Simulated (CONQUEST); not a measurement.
# Hf (Im-3m) in CONQUEST: further runs

The runs below take Hf through single point, with PBE, OLYP.

Everything below comes from runs of CONQUEST 1.3. Logs are shortened: lines on timing, memory, paths and dates and some standing lists are left out, and cuts for length are marked.

## 1. The crystal as given

The structure is cubic, space group Im-3m (No. 229). The conventional cell has a = 3.610 Å, b = 3.610 Å, c = 3.610 Å, α = 90.00°, β = 90.00°, γ = 90.00°. Around Hf (site symmetry m-3m) lie 8 Hf at 3.13 Å.

This isn't the form of Hf at room conditions, which is hcp.

## 2. Single point, PBE (atoms of the box moved at random, drawn with an rms of 0.05 Å)

File Conquest_input:

```
IO.Title Hf
IO.Coordinates coords.dat
IO.FractionalAtomicCoords T
IO.Iprint 2
IO.Iprint_init 1
General.NumberOfSpecies 1
General.PseudopotentialType hamann
AtomMove.TypeOfRun static
AtomMove.FullStress T
Grid.GridCutoff 120
DM.SolutionMethod diagon
Diag.MPMesh T
Diag.GammaCentred T
Diag.MPMeshX 7
Diag.MPMeshY 7
Diag.MPMeshZ 7
Diag.kT 0.00183747
minE.SCTolerance 1e-6
SC.MaxIters 100
IO.AtomChargeOutput T
%block ChemicalSpeciesLabel
1 178.490 Hf
%endblock
```

File coords.dat:

```
    6.8219113099     0.0000000000     0.0000000000
    0.0000000000     6.8219113099     0.0000000000
    0.0000000000     0.0000000000     6.8219113099
2
  0.0083170000  -0.0006360000  -0.0000340000 1 T T T
  0.5047790000   0.5135010000   0.5062600000 1 T T T
```

Potentials or basis: PseudoDojo NC PBE, DZP, grid cutoff 120 Ha.

Command:

```bash
$ Conquest
```

What it wrote:

```text
Simulation cell dimensions:     6.8219 a0 x     6.8219 a0 x     6.8219 a0

      Atomic coordinates (a0)
         Atom         X         Y         Z  Species
            1    0.0567    6.8176    6.8217        1
            2    3.4436    3.5031    3.4537        1

         Monkhorst-Pack mesh:   7 x   7 x   7 gamma-centred
        This calculation includes non-local pseudopotentials,
         with a maximum core radius of      8.28664387

    Job title: Hf
    Job to be run: static calculation

[... 5 lines left out ...]
      Using Fermi-Dirac smearing

    Integration grid size:     36 x   36 x   36

    Integration grid spacing:  0.189 a0 x 0.189 a0 x 0.189 a0

    Number of species:  1
    --------------------------------------------------------
    |   #  mass (au)  Charge (e)  SF Rad (a0)  NSF  Label  |
    --------------------------------------------------------
    |   1    178.490      12.000        8.527   19  Hf     |
    --------------------------------------------------------
          SCF tolerance:                 0.00000100
          SCF iterations:               100

    The functional used will be GGA PBE96

           radial cut-off to be used is taken to be max PAO cut-off radius for this species:    8.286644

           greatest ang. mom. for making density from PAOs:  2
    Minimum blocs/proc is      729. Maximum blocs/proc is      729
    set_atom_dens: In set_atomic_density, electrons :      24.000000000000
 matrix_size & matrix_size_padH =           38          38

    Screened ion int: energy:     -74.880564465726 Ha

    new_SC_potl: Starting.  Tolerance:  0.10000E-05

    PulayMixSC: Starting Pulay mixing, A_up =  0.500 A_dn =  0.500
    PulayMixSC: Spin non-polarised calculation.
          Harris-Foulkes Energy            :      -112.803679839923603 Ha
          GroundState Energy (E-(1/2)TS)   :      -112.804296646234334 Ha
          Free Energy (E-TS)               :      -112.804913452545065 Ha
          DFT Total Energy                 :      -112.786445252818766 Ha
          Total number of electrons        :        23.999999999999943
    PulayMixSC: Pulay iteration     1 residual:              0.25432E-02
          Harris-Foulkes Energy            :      -112.793089809618138 Ha
          GroundState Energy (E-(1/2)TS)   :      -112.793753173312055 Ha
          Free Energy (E-TS)               :      -112.794416537005972 Ha
          DFT Total Energy                 :      -112.792092858372982 Ha
          Total number of electrons        :        24.000032003617019
    PulayMixSC: Pulay iteration     2 residual:              0.79573E-03
          Harris-Foulkes Energy            :      -112.792397192999900 Ha
          GroundState Energy (E-(1/2)TS)   :      -112.793087627201942 Ha
          Free Energy (E-TS)               :      -112.793778061403998 Ha
          DFT Total Energy                 :      -112.792395208395632 Ha
          Total number of electrons        :        24.000053089397102
    PulayMixSC: Pulay iteration     3 residual:              0.20135E-03
          Harris-Foulkes Energy            :      -112.792395222098193 Ha
          GroundState Energy (E-(1/2)TS)   :      -112.793086384279533 Ha
          Free Energy (E-TS)               :      -112.793777546460888 Ha
          DFT Total Energy                 :      -112.792395058293025 Ha
          Total number of electrons        :        24.000064567654878
    PulayMixSC: Pulay iteration     4 residual:              0.15018E-04
          Harris-Foulkes Energy            :      -112.792394168599102 Ha
          GroundState Energy (E-(1/2)TS)   :      -112.793085644543510 Ha
          Free Energy (E-TS)               :      -112.793777120487917 Ha
          DFT Total Energy                 :      -112.792394160267577 Ha
          Total number of electrons        :        24.000064936613800
    PulayMixSC: Pulay iteration     5 residual:              0.41840E-05
          Harris-Foulkes Energy            :      -112.792394285321777 Ha
          GroundState Energy (E-(1/2)TS)   :      -112.793085755661977 Ha
          Free Energy (E-TS)               :      -112.793777226002192 Ha
          DFT Total Energy                 :      -112.792394273955892 Ha
          Total number of electrons        :        24.000063637493525
    PulayMixSC: Pulay iteration     6 residual:              0.15685E-05
          Harris-Foulkes Energy            :      -112.792394442773741 Ha
          GroundState Energy (E-(1/2)TS)   :      -112.793085882695962 Ha
          Free Energy (E-TS)               :      -112.793777322618169 Ha
          DFT Total Energy                 :      -112.792394439030474 Ha
          Total number of electrons        :        24.000063504631523
    PulayMixSC: Pulay iteration     7 residual:              0.75716E-06
    PulayMixSC: Reached SCF tolerance of  0.75716E-06 after      7 iterations
      | Number of electrons      =        24.000064
      |* band energy as 2Tr[K.H] =       -28.385934312733660 Ha
      |  screened ion-ion energy =       -74.880564465725769 Ha
      |  Ha correction           =         0.761062464403146 Ha
      |  XC correction           =       -10.286958217235759 Ha
      | GS Energy as E-(1/2)TS   =      -112.793085882695962 Ha
      | Free Energy as E-TS      =      -112.793777322618169 Ha
      |* Harris-Foulkes energy   =      -112.792394442773741 Ha
      |* DFT total energy        =      -112.792394439030474 Ha
      |  estimated accuracy      =        -0.000000003743267 Ha

    force: Forces on atoms (Ha/a0)
    force:  Atom   X              Y              Z
    force:     1  -0.0009540238   0.0038635530   0.0017908150
    force:     2   0.0011092697  -0.0038591197  -0.0017100166

    force: Maximum force :        0.00386355(Ha/a0) on atom         1 in y direction
    force: Force Residual:        0.00436415 Ha/a0
    force: Total stress:          4.61801746     0.06650745     0.04378399 GPa
                             0.06650745     4.83413758    -0.12956595
                             0.04378399    -0.12956595     4.74777116
    force: Average pressure:     -4.73330874 GPa

    force: Finished force
    get_E_and_F: Change in energy during last step of electronic optimisation: -0.15745E-06

    BIBLIOGRAPHY: Please consider citing the following references in the conquest.bib file

    CONQUEST:         Bowler2002pt, Miyazaki2004, Nakata2020
    Basis:            Bowler2019
    DM:               Bowler:2006xr
    Pseudopotentials: Hamann2013, Bowler2019
    XC functional:    Perdew1996
```

It took 34 s on 1 thread of AMD EPYC 9R45 (Zen 5), shared host; peak memory 0.58 GiB.

Results:

* Free energy: -3069.2750 eV
* Pressure: -4.7 GPa
* Largest force: 0.224 eV/Å
* Band gap on the k mesh: none (metal or under the smearing width)

Forces on the atoms (eV/Å):
```
Hf  -0.049  0.199  0.092
Hf   0.057 -0.198 -0.088
```

Caveat: the basis of atomic orbitals isn't converged, which shifts pressures, moduli and gaps.

## 3. Single point, OLYP, collinear spin, antiferromagnetic start

File Conquest_input:

```
IO.Title Hf
IO.Coordinates coords.dat
IO.FractionalAtomicCoords F
IO.Iprint 2
IO.Iprint_init 1
General.NumberOfSpecies 2
General.PseudopotentialType hamann
General.FunctionalType -110131
General.DifferentFunctional T
AtomMove.TypeOfRun static
AtomMove.FullStress T
Grid.GridCutoff 100
DM.SolutionMethod diagon
Diag.MPMesh T
Diag.GammaCentred T
Diag.MPMeshX 6
Diag.MPMeshY 6
Diag.MPMeshZ 6
Diag.kT 0.00183747
minE.SCTolerance 1e-6
SC.MaxIters 100
IO.AtomChargeOutput T
Spin.SpinPolarised T
Spin.FixSpin F
SC.LinearMixingFactor 0.3
SC.MaxPulay 8
IO.DumpChargeDensity T
IO.DumpTotPot T
%block ChemicalSpeciesLabel
1 178.490 Hf_1
2 178.490 Hf_2
%endblock
%block Hf_1
Atom.SpinNeUp 6.2500
Atom.SpinNeDn 5.7500
%endblock
%block Hf_2
Atom.SpinNeUp 5.7500
Atom.SpinNeDn 6.2500
%endblock
```

File coords.dat:

```
    6.8219113099     0.0000000000     0.0000000000
    0.0000000000     6.8219113099     0.0000000000
    0.0000000000     0.0000000000     6.8219113099
2
  0.0000000000   0.0000000000   0.0000000000 1 T T T
  3.4109556549   3.4109556549   3.4109556549 2 T T T
```

Potentials or basis: PseudoDojo NC PBE, SZP, grid cutoff 100 Ha.

Command:

```bash
$ Conquest
```

Wall time 36 s (1 thread of Intel Xeon Platinum 8488C (Sapphire Rapids), shared host); peak memory 0.37 GiB.

Results (log left out):

| Quantity | Value |
| --- | --- |
| Free energy | -3077.9624 eV |
| Pressure | -4.4 GPa |
| Band gap on the k mesh | none (metal or under the smearing width) |
| Net moment | 0.00 μB per cell |

Caveat: the potentials were made for another functional, which shifts forces and pressure; the atomic basis is small; the basis of atomic orbitals isn't converged, which shifts pressures, moduli and gaps. Spin-orbit coupling is left out, which matters for the levels of Hf.
